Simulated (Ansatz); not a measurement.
WC:

```xyz
2
Lattice="1.6403 -2.1180 0.0000 1.6403 2.1180 0.0000 0.0000 0.0000 4.3094" Properties=species:S:1:pos:R:3 pbc="T T T"
W     1.6403    0.0000    2.1547
C     0.0000    0.0000    0.0000
```

The cell was built by a generator and needn't be a form met in nature.

| Item | Value |
| --- | --- |
| Program | Ansatz 0.2.0 |
| Task | relaxation of cell and atoms |
| Functional | HSEsol |
| Potentials or basis | Ansatz PAW |
| Cutoff | 420 eV (not typed: the program's choice for these potentials) |
| k mesh | 5 × 5 × 3 |
| Occupations | fermi-dirac, width 0.05 eV |
| Spin | no spin polarisation |

At the start: volume 14.97 Å³/atom.

Where does the relaxation end?

It ends after 16 steps and the volume is 10.95 Å³/atom (-26.9 %); space group Cmmm (No. 65, to 0.05 Å).

Step by step:
```
step  energy change (eV)  largest force (eV/Å)  volume (Å³)
   1              0.0000                0.0000        29.94
   2             -0.9481                0.0000        27.56
   3             -1.8528                0.0000        25.60
   4             -2.6665                0.0000        23.97
   5             -3.4102                0.0000        22.46
   6             -3.9105                0.0000        21.35
   7             -4.2505                0.0000        21.76
   8             -4.4575                0.0000        21.06
   9             -4.4833                0.0000        21.94
  10             -4.4889                0.0000        21.99
  11             -4.4915                0.0000        21.87
  12             -4.4915                0.0000        21.86
  13             -4.4936                0.0000        21.86
  14             -4.4937                0.0000        21.89
  15             -4.4937                0.0000        21.89
  16             -4.4937                0.0000        21.89
```

Final structure:
```yaml
crystal:
  lattice:
    - [1.51156, -2.45834, 0.00000]
    - [1.51156, 2.45834, 0.00000]
    - [0.00000, 0.00000, 2.94582]
  atoms:
    - { symbol: W, position: [0.50000, 0.50000, 0.50000] }
    - { symbol: C, position: [0.00000, 0.00000, 0.00000] }
```

Caveat: the k mesh is coarse (spacing up to 0.49 Å⁻¹), so the values aren't converged, least of all with exact exchange; the volume moved by over 15 % at a fixed basis, so the end points are rough; the plane-wave basis is chosen anew once the cell has moved, so the energies of steps on either side of that aren't comparable; the PAW data sets come from PBE, with cores solved anew for the run's functional, which leaves a small shift of forces and pressure.
